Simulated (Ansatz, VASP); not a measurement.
# One calculation of P, two programs

File INCAR:

```
PREC = Accurate ; ENCUT = 600
EDIFF = 1E-6 ; ISMEAR = 0
SIGMA = 0.1 ; LREAL = F
LASPH = T ; NELM = 100
ALGO = Normal ; ISIF = 3
LWAVE = F ; LCHARG = F
GGA = PE ; IBRION = 2
NSW = 100 ; EDIFFG = -0.01
```

KPOINTS

```
Automatic mesh
0
Gamma
  6 6 8
```

The input POSCAR:

```
P
1.0
    6.4316038285      0.0000000000      0.0000000000
   -3.2158019143      5.5699323026      0.0000000000
    0.0000000000      0.0000000000      5.0225765607
P
6
Direct
    0.8066527648      0.4033263824      0.1666666667
    0.5966736176      0.4033263824      0.8333333333
    0.5966736176      0.1933472352      0.5000000000
    0.1933472352      0.5966736176      0.1666666667
    0.4033263824      0.5966736176      0.8333333333
    0.4033263824      0.8066527648      0.5000000000
```

Input for Ansatz:

```yaml
crystal:
  lattice:
    - [6.4316038285, 0.0, 0.0]
    - [-3.2158019143, 5.5699323026, 0.0]
    - [0.0, 0.0, 5.0225765607]
  atoms:
    - { symbol: P, position: [0.8066527648, 0.4033263824, 0.1666666667] }
    - { symbol: P, position: [0.5966736176, 0.4033263824, 0.8333333333] }
    - { symbol: P, position: [0.5966736176, 0.1933472352, 0.5] }
    - { symbol: P, position: [0.1933472352, 0.5966736176, 0.1666666667] }
    - { symbol: P, position: [0.4033263824, 0.5966736176, 0.8333333333] }
    - { symbol: P, position: [0.4033263824, 0.8066527648, 0.5] }
basis:
  ecutwfc: 420
kpoints:
  mp_grid: { grid: [6, 6, 8] }
hamiltonian:
  xc: pbe
scf:
  occupations: { method: gaussian, width: 0.1 }
output:
  forces: true
  stress: true
  eigenvalues: true
  write_density: true
  write_potential: true
  elf: true
  volumetric_format: npy
relax:
  adjacent_minimum: "off"
  f_tol: 0.01
  max_steps: 80
  cell: { stress_tol: 0.05 }
```

Alike in both runs: task relaxation of cell and atoms; functional PBE; k mesh 6 × 6 × 8; occupations gaussian, width 0.1 eV; no spin polarisation.

|  | VASP | Ansatz |
| --- | --- | --- |
| version | VASP 6.6.1 | Ansatz 0.2.0 |
| potentials or method | VASP PAW PBE potentials, release 64 (P) | scalar-relativistic, plane waves, PAW |
| plane-wave cutoff (eV) | 600 | 420 |
| valence electrons in the cell | 30 | 30 |

```tsv
	VASP	Ansatz	Ansatz less VASP
gap on the k mesh at the Fermi level, each at its own relaxed structure (eV)	none	none	-
relaxed volume (Å³/atom)	30.30	30.44	+0.142
relaxed cell length with the largest relative difference (Å)	5.031	5.048	+0.0174
energy change over the relaxation (meV/atom)	-1	-1	-0.4
```

A gap of «none» marks a metal or a gap that the smearing closes. Ansatz warned: «xc_potential_rough_in_thin_density».
